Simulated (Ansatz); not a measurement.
## Sc under changes of volume

One of the cells (25.002 Å³/atom); the others are scaled copies at fixed shape and fractional positions:

```
Sc
1.0
     3.30900    0.00000    0.00000
    -1.65450    2.86568    0.00000
     0.00000    0.00000    5.27330
Sc
2
Direct
  0.66667 0.33333 0.75000
  0.33333 0.66667 0.25000
```

- Program: Ansatz 0.2.0
- Functional: LDA
- Potentials or basis: all-electron LAPW, scalar-relativistic
- Cutoff: 168 eV (chosen from the basis error)
- Basis error allowed: 0.001 eV/atom
- k mesh: 9 × 9 × 5
- Occupations: gaussian, width 0.05 eV
- Spin: no spin polarisation

```csv
volume (Å³/atom),energy over the lowest point (meV/atom),pressure (GPa)
23.502,0.00,-2.4
24.002,9.23,-3.5
24.502,21.67,-4.4
25.002,37.00,-5.3
25.502,54.99,-6.1
26.002,75.37,-6.9
26.502,?,?
```

Problem. What does the run at 26.502 Å³/atom give?

Solution. Energy over the lowest point 97.95 meV/atom; pressure -7.6 GPa.

Worked out: A Birch-Murnaghan fit of order 3 (a polynomial in V^(-2/3)) to the other rows has no minimum within the range. It gives 97.93 meV/atom at 26.502 Å³/atom, against the run's 97.95, and -dE/dV = -7.6 GPa, against -7.6.

Energies are extrapolated to zero smearing.
